**Question.** Platinum disulfide, PtS₂, is a stack of sheets, each a plane of platinum between two planes of sulfur. A density-functional calculation expands the cell step by step at nearly constant c/a, the ratio of the axis across the sheets to the axis along them. Stress is positive when the cell pushes outward; stress xx acts along the sheets and stress zz across them. Predict the pressure and both stresses at the two volumes marked with question marks, with an error bar.

Ansatz 0.2.0, density functional theory with r2SCAN for bulk PtS₂, using PAW potentials, a 500 eV plane-wave cutoff and a 12×12×6 k mesh, without spin polarisation or spin–orbit coupling. Atomic positions were relaxed with r2SCAN-rVV10 and held fixed for the r2SCAN stresses. Pressure and stresses are positive in compression.

```csv
volume (Å³/atom),c/a,shortest distance (Å),pressure (GPa),stress xx (GPa),stress zz (GPa)
15.856,1.4420,2.340,19.010,23.800,9.430
16.063,1.4420,2.344,17.220,21.570,8.520
17.204,1.4420,2.364,8.830,11.030,4.430
18.297,1.4420,2.383,?,?,?
18.664,1.4420,2.389,?,?,?
18.730,1.4470,2.390,1.210,1.180,1.260
18.844,1.4419,2.392,0.570,0.310,1.100
18.923,1.4420,2.394,0.260,-0.100,0.990
20.965,1.4419,2.428,-5.790,-8.370,-0.630
21.068,1.4420,2.430,-6.010,-8.680,-0.670
```

**Model answer.** Picture steel plates stacked with foam pads between them. If the stack is compressed by the same fraction in every direction, the plates push back hard sideways, while the pads take up much of the squeeze along the stack. In PtS₂ the covalent Pt–S sheets are the plates and the spaces between them are the pads. Like a stretched plate, a PtS₂ sheet also becomes thinner as it widens. The analogy stops at the pads, since the real spaces between the sheets hold no atoms.

The table bears this out. At the compressed end, from 15.856 to 17.204 Å³/atom, stress xx falls by 9.5 GPa for each Å³/atom gained, and stress zz by only 3.7. Beyond 18.923 Å³/atom the rates are 4.0 and 0.8, so stress zz has flattened far more. Over the whole series the gap between the sulfur planes of neighbouring sheets opens from 2.24 to 3.02 Å. Repulsion across such a gap dies away quickly with distance, which is the standard explanation of the flattening.

Stress xx therefore starts well above stress zz, falls faster and ends below it. The two curves must cross between 17.204 and 18.844 Å³/atom. To place the unknown points on them we need a smooth formula. Measure compression by

$$f=\tfrac12\left[(V_r/V)^{2/3}-1\right],$$

where $V$ is the volume and $V_r=19.0$ Å³/atom is a round reference. If the energy is a cubic polynomial in $f$, its slope with volume gives the Birch–Murnaghan form

$$P=(1+2f)^{5/2}\,(c_0+c_1f+c_2f^2).$$

For the separate stresses the same form serves only as a smooth interpolation. The constants come from the seven known rows with c/a near 1.442. The row at 18.730 Å³/atom is left out because its c axis has been stretched separately.

Take the pressure at 18.664 Å³/atom, a row outside the fit. Here $f=0.00598$ and the factor in front is 1.030. The bracket is $-0.0145+216.4f+56.7f^2=1.28$ GPa, so $P=1.32$ GPa. The other values follow in the same way:

- At 18.297 Å³/atom: pressure 2.93, stress xx 3.41 and stress zz 1.96 GPa, with xx clearly above zz.
- At 18.664 Å³/atom: pressure 1.32, stress xx 1.30 and stress zz 1.38 GPa, with xx and zz equal within 0.2 GPa.

Each value carries ±0.1 GPa, about two to three times the typical error when a known row is left out and predicted from the rest. This covers the interpolation, not the distance from experiment.

The stretched row gives a separate check. It has the same in-plane edge as the cell at 18.664 Å³/atom, but a c axis about 0.3 % longer. Shortening that axis should raise stress zz directly and stress xx through the sideways push. Both should therefore lie slightly above that row's 1.26 and 1.18 GPa.

The withheld rows as computed:

```csv
volume (Å³/atom),c/a,shortest distance (Å),pressure (GPa),stress xx (GPa),stress zz (GPa)
18.297,1.4420,2.383,2.920,3.400,1.950
18.664,1.4420,2.389,1.300,1.270,1.350
```

**Remarks on the reasoning.** All six values lie within the error bar, and the largest miss is about 0.03 GPa. The order of the stresses at 18.297 Å³/atom, their near equality at 18.664 and the comparison with the stretched row also hold. Every prediction is slightly too high, by amounts similar to the formula's errors on the rows it was fitted to. A curve with three constants is a little too stiff to follow every bend.

The squared term matters most across the sheets. Without it, the formula would have put stress zz at 18.297 Å³/atom at 2.57 GPa instead of the computed 1.95. It cannot follow a resistance that fades so quickly as the gap opens.

The pressure here is the mean of unequal stresses, not the reading of a gauge on a vessel. At 18.923 Å³/atom it is only 0.26 GPa, yet stress zz is still 0.99 GPa and the cell pushes outward along c. At 18.664 Å³/atom both stresses were still near 1.3 GPa. The small expansion since then has relieved the stiff direction along the sheets but has eased the soft one across them by only about a quarter. The push at 18.664 Å³/atom probably arises because the cell and the atoms were relaxed with a functional that includes long-range attraction, within the sheets as well as between them, whereas the stresses come from one that lacks it. No paired calculation of the stress tests this.

The derivation also assumes that no forces remain on the atoms, which is not quite true here. As the cell expands, the energy first falls and then rises again. From the smallest cell to the largest the net drop is 0.37 eV per PtS₂, of which the net work of the pressure supplies 0.35 eV. The remaining forces on the sulfur atoms could supply the other 0.02 eV if they point towards the platinum plane, though the finite set of plane waves may also contribute. An equation of state drawn from the energies would therefore differ slightly from one drawn from these pressures. The printed output below gives the fits and this balance.

The analysis program printed:

```
fit of pressure on 7 rows (usual): coefficient of g -0.01449 +/- 0.016, coefficient of g*f 216.4 +/- 0.49, coefficient of g*f**2 56.66 +/- 11; rms 0.0221, worst 17.204 -0.0323, leave-one-out rms 0.0409
  rows outside the fit (model, value, miss): 18.297 2.927, 2.92, 0.00657; 18.664 1.321, 1.3, 0.0208; 18.73 1.049, 1.21, -0.161
fit of stress_xx on 7 rows (usual): coefficient of g -0.4791 +/- 0.013, coefficient of g*f 291.2 +/- 0.39, coefficient of g*f**2 -136.8 +/- 8.4; rms 0.0174, worst 17.204 -0.0247, leave-one-out rms 0.0325
  rows outside the fit (model, value, miss): 18.297 3.413, 3.4, 0.0131; 18.664 1.296, 1.27, 0.0264; 18.73 0.9359, 1.18, -0.244
fit of stress_zz on 7 rows (usual): coefficient of g 0.9213 +/- 0.021, coefficient of g*f 66.69 +/- 0.64, coefficient of g*f**2 440.6 +/- 14; rms 0.0289, worst 17.204 -0.0412, leave-one-out rms 0.0536
  rows outside the fit (model, value, miss): 18.297 1.961, 1.95, 0.0108; 18.664 1.376, 1.35, 0.0264; 18.73 1.281, 1.26, 0.0213
fit of stress_zz on 7 rows (usual): coefficient of g 1.357 +/- 0.23, coefficient of g*f 83.16 +/- 5.2; rms 0.456, worst 17.204 0.529, leave-one-out rms 0.633
  rows outside the fit (model, value, miss): 18.297 2.572, 1.95, 0.622; 18.664 1.91, 1.35, 0.56; 18.73 1.798, 1.26, 0.538
fall of in-plane stress, 15.856 to 17.204 [GPa per Å³/atom]: 9.473
fall of axial stress, 15.856 to 17.204 [GPa per Å³/atom]: 3.709
fall of in-plane stress, 18.923 to 21.068 [GPa per Å³/atom]: 4
fall of axial stress, 18.923 to 21.068 [GPa per Å³/atom]: 0.7739
gap between S planes of neighbouring sheets at 15.856 [Å]: 2.243
gap between S planes of neighbouring sheets at 21.068 [Å]: 3.015
energy drop from 15.856 to 21.068 [eV per PtS2]: 0.3735
part from work of the fitted pressure [eV per PtS2]: 0.3508
estimated part from forces on the moving S atoms [eV per PtS2]: 0.02195
```
